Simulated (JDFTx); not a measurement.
CO2: single point with PBEsol

CO2:

```xyz
6
Lattice="-1.9747 1.9747 3.0141 1.9747 -1.9747 3.0141 1.9747 1.9747 -3.0141" Properties=species:S:1:pos:R:3 pbc="T T T"
O     1.3223    0.9874    3.7676
O     0.6525    0.9874    0.7535
O     2.9621    0.6525   -0.7535
O    -0.9874    1.3223    2.2605
C     0.0000    0.0000    0.0000
C     0.0000    1.9747    1.5070
```

The cell comes from a database or a generator and needn't be the stable form of this composition.

| Item | Value |
| --- | --- |
| Program | JDFTx 1.7.0 (patched build) |
| Task | single point |
| Functional | PBEsol |
| Potentials or basis | PseudoDojo-SR-PBEsol-0.4.1-standard with smoothed tails |
| Cutoff | 1143 eV |
| Density cutoff | 9143 eV |
| k mesh | 9 × 9 × 9 |
| Occupations | fermi-dirac, width 0.05 eV |
| Spin | no spin polarisation |

The pressure is -6.7 GPa and the largest force is 0.220 eV/Å. The band gap on the k mesh is 7.58 eV, indirect (least direct gap 8.06 eV) and the loewdin charges are O -0.30; C +0.76 e.

Forces in eV/Å, atoms in the order of the input:
```
O    0.220  0.000  0.000
O   -0.220  0.000  0.000
O    0.000 -0.220  0.000
O    0.000  0.220  0.000
C    0.000  0.000  0.000
C    0.000  0.000  0.000
```

Stress tensor (GPa, compression positive):
```
-6.21  0.00  0.00
 0.00 -6.21  0.00
 0.00  0.00 -7.71
```

Levels at points of the mesh, in eV from the valence-band top:
```tsv
k point	band 12	band 13	band 14	band 15	band 16
(0.00, 0.00, 0.00)	-1.17	-1.17	-0.88	-0.88	-0.48
```

Wall time 4.8 min on 1 thread of Intel(R) Xeon(R) 6975P-C (Granite Rapids) (shared host), peak memory 0.5 GiB.

Caveat: the atomic charges don't sum to the cell's charge; the empty levels aren't tightly converged; an odd mesh through Γ misses points on the zone boundary, where band edges often lie.
